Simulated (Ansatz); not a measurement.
Set up this calculation in Ansatz 0.2.0, as the native input.

```yaml
Task: band structure
Functional: r2SCAN
Potentials_or_basis: Ansatz PAW
Cutoff: "500 eV (not typed: the program's choice for these potentials)"
k_mesh: 9 × 9 × 5
Occupations: fermi-dirac, width 0.05 eV
Spin: no spin polarisation
Path: "[[\"G\", \"M\", \"K\", \"G\", \"A\", \"L\", \"H\", \"A\"], [\"L\", \"M\"], [\"K\", \"H\"]]"
Points_for_each_segment_of_the_path: 14
```

Lu:

```
Lu
1.0
     3.50310    0.00000    0.00000
    -1.75155    3.03377    0.00000
     0.00000    0.00000    5.55090
Lu
2
Cartesian
  1.7516 1.0113 4.1632
  0.0000 2.0225 1.3877
```

One way to write it, as run:

input.yaml

```yaml
crystal:
  lattice:
    - [3.5031, 0.0, 0.0]
    - [-1.75155, 3.033773592, 0.0]
    - [0.0, 0.0, 5.5509]
  atoms:
    - { symbol: Lu, position: [0.6666666667, 0.3333333333, 0.75] }
    - { symbol: Lu, position: [0.3333333333, 0.6666666667, 0.25] }
hamiltonian:
  xc: r2scan
  pseudopotentials: { kind: paw }
kpoints:
  mp_grid: { grid: [9, 9, 5] }
  band_path:
    path:
      - [[0.0, 0.0, 0.0], [0.5, 0.0, 0.0], [0.3333333333, 0.3333333333, 0.0], [0.0, 0.0, 0.0], [0.0, 0.0, 0.5], [0.5, 0.0, 0.5], [0.3333333333, 0.3333333333, 0.5], [0.0, 0.0, 0.5]]
      - [[0.5, 0.0, 0.5], [0.5, 0.0, 0.0]]
      - [[0.3333333333, 0.3333333333, 0.0], [0.3333333333, 0.3333333333, 0.5]]
    npoints: 14
scf:
  occupations: { method: fermi_dirac, width: 0.05 }
  n_extra_bands: 6
output:
  forces: true
  stress: true
  eigenvalues: true
  fatbands: true
```

Potentials or basis: Ansatz PAW.

Command:

```bash
$ ansatz run input.yaml --threads 2 --pin off --max-ram 5632MiB --backend cpu --events-out ev --progress --plain --runs-dir out
```

Results of the run:

```json
{
  "Pressure": "-0.6 GPa",
  "Band gap on the k mesh": "none (metal or under the smearing width)"
}
```

Caveat: spin-orbit coupling is left out, which moves the levels of the heavy elements; the PAW data sets come from PBE, with cores solved anew for the run's functional, which leaves a small shift of forces and pressure.

Wall time 8.2 s on 2 threads of Intel(R) Xeon(R) Platinum 8488C (Sapphire Rapids), on a shared host, peak memory 0.58 GiB.
